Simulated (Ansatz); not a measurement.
BaTiO3 under changes of volume

One of the cells (12.856 Å³/atom); the others are scaled copies at fixed shape and fractional positions:

```
Ba Ti O
1.0
     3.99980    0.00000    0.00000
     0.00000    3.99980    0.00000
     0.00000    0.00000    4.01800
Ba Ti O
1 1 3
Cartesian
  0.0000 0.0000 0.0000
  1.9999 1.9999 1.9688
  0.0000 1.9999 2.0773
  1.9999 0.0000 2.0773
  1.9999 1.9999 0.0763
```

* Program: Ansatz 0.2.0
* Functional: PBE
* Potentials or basis: Ansatz PAW
* Cutoff: 420 eV (not typed: the program's choice for these potentials)
* k mesh: 7 × 7 × 7
* Occupations: fermi-dirac, width 0.05 eV
* Spin: no spin polarisation

| volume (Å³/atom) | energy over the lowest point (meV/atom) | pressure (GPa) | gap on the mesh (eV) | largest force (eV/Å) |
| --- | --- | --- | --- | --- |
| 12.085 | ? | ? | ? | ? |
| 12.342 | 20.94 | 10.1 | 2.02 | 0.088 |
| 12.599 | 8.03 | 6.1 | 1.98 | 0.183 |
| 12.856 | 1.23 | 2.4 | 1.93 | 0.311 |
| 13.113 | 0.00 | -0.8 | 1.88 | 0.429 |
| 13.371 | 3.74 | -3.8 | 1.84 | 0.540 |
| 13.628 | 11.93 | -6.4 | 1.80 | 0.644 |

What does the run at 12.085 Å³/atom give?

Energy over the lowest point 40.75 meV/atom; pressure 14.6 GPa; gap on the mesh 2.07 eV; largest force 0.158 eV/Å.

Worked out: A Birch-Murnaghan fit of order 3 (a polynomial in V^(-2/3)) to the other rows has its minimum at 13.05 Å³/atom with B0 = V·E''(V) = 161 GPa and B' = 4.4 at fixed shape and positions, which overstates the stiffness. It gives 40.72 meV/atom at 12.085 Å³/atom, against the run's 40.75, and -dE/dV = 14.6 GPa, against 14.6. A straight line through the other rows of the gap, of slope -2.26 eV per unit of ln V, extrapolates to 2.07 eV, against the run's 2.07.

Energies are extrapolated to zero smearing.

Caveats: odd divisions of the mesh miss points on the zone boundary, where band edges often lie, so the gap on the mesh can be too wide; spin-orbit coupling is left out, which moves the levels of the heavy elements.

A mesh can miss the band edges.
